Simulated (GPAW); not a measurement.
A run of GPAW 26.7.0:

Contents of run.py:

```python
from ase import Atoms
from ase.filters import FrechetCellFilter
from ase.io import write
from ase.optimize import BFGS
from ase.units import GPa
from gpaw import GPAW, PW, setup_paths

setup_paths.insert(0, '.')

atoms = Atoms(['Zr', 'C'],
              cell=[[0.0, 2.365, 2.365],
                    [2.365, 0.0, 2.365],
                    [2.365, 2.365, 0.0]],
              scaled_positions=[[0.5, 0.5, 0.5],
                                [0.0, 0.0, 0.0]],
              pbc=True)

calc = GPAW(mode=PW(800),
            xc='PBEsol',
            kpts={'size': (10, 10, 10), 'gamma': True},
            occupations={'name': 'fermi-dirac', 'width': 0.05},
            nbands=18,
            convergence={'density': 1e-05, 'forces': 0.0001},
            maxiter=150,
            txt='gpaw.txt')
atoms.calc = calc
opt = BFGS(FrechetCellFilter(atoms, scalar_pressure=5 * GPa), trajectory='relax.traj', logfile='-')
done = opt.run(fmax=0.02, steps=60)
calc.write('gs.gpw')
write('result.traj', atoms)
print('Converged:', done)
print('Cell:', atoms.cell.cellpar().round(4))
print('Volume:', round(atoms.get_volume(), 4))
print(atoms.get_scaled_positions().round(5))
```

Potentials or basis: PAW data sets generated in the run's folder for this functional, pw.

Run with:

```sh
$ gpaw-setup -f PBEsol C Zr
$ OMP_NUM_THREADS=1 python run.py
```

Hardware: 1 thread of Intel(R) Xeon(R) 6975P-C (Granite Rapids), with other jobs on the host.

Q: Estimate the wall time of this run.

A: Run time: 48 s on 1 thread of Intel(R) Xeon(R) 6975P-C (Granite Rapids), on a shared host, peak memory 0.25 GiB. Counts: scf iterations 38, plane waves 1380, bands 18, k points 47, ion steps 4.
